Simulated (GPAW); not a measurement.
**Mg: relaxation of cell and atoms with PBE+D3**

The system is Mg.

```
Mg
1.0
     3.20930    0.00000    0.00000
    -1.60465    2.77934    0.00000
     0.00000    0.00000    5.21030
Mg
2
Direct
  0.66667 0.33333 0.75000
  0.33333 0.66667 0.25000
```

```
Program             : GPAW 26.7.0
Task                : relaxation of cell and atoms
Functional          : PBE
Dispersion          : D3
Potentials or basis : GPAW PAW data sets (gpaw-data 1.2.1)
Cutoff              : 800 eV
Basis               : pw
k mesh              : 7 × 7 × 4
Occupations         : fermi-dirac, width 0.05 eV
Spin                : no spin polarisation
Maxiter             : 150
Optimizer           : BFGS
Fmax                : 0.02 eV/Å
Max steps           : 40
```

The relaxed volume is 22.27 Å³/atom. The relaxed cell is a = 3.110 Å, b = 3.110 Å, c = 5.316 Å, α = 90.00°, β = 90.00°, γ = 120.00°. The space group after relaxing (to 0.05 Å) is P6_3/mmc (No. 194), the energy gained by relaxing is 11.5 meV/atom and the ionic steps are 8. The pressure after relaxing is 0.0 GPa and the band gap on the k mesh is none (metal or under the smearing width). The dispersion energy per atom is -0.207 eV.

The path:
```
step  energy change (eV)  largest force (eV/Å)  pressure (GPa)  volume (Å³)
   1              0.0000                0.0000           -1.49        46.47
   2             -0.0035                0.0000           -1.36        46.26
   3             -0.0200                0.0001            0.49        43.83
   4             -0.0203                0.0000            0.34        44.00
   5             -0.0209                0.0001            0.12        44.27
   6             -0.0223                0.0000           -0.11        44.60
   7             -0.0230                0.0000           -0.14        44.68
   8             -0.0230                0.0000           -0.05        44.54
```

Final structure:
```
Mg
1.0
     3.11047    0.00000    0.00000
    -1.55524    2.69375    0.00000
     0.00000    0.00000    5.31634
Mg
2
Direct
  0.66667 0.33333 0.75000
  0.33333 0.66667 0.25000
```

Levels at points of the mesh, in eV from the Fermi level:
```tsv
k point	band 6	band 7	band 8	band 9	band 10	band 11	band 12	band 13	band 14	band 15
(0.00, 0.00, 0.00)	-42.84	-42.84	-42.84	-7.08	-2.00	-1.73	11.47	11.66	11.66	11.96
(0.00, 0.00, 0.50)	-42.84	-42.84	-42.84	-5.75	-5.75	4.34	4.34	12.35	12.35	12.35
```

Wall time 100 s on 1 thread of Arm Neoverse V2 (shared host), peak memory 0.26 GiB.

Caveat: later steps reuse the first step's grids; pairwise dispersion overbinds metals, which lowers pressure and volume.
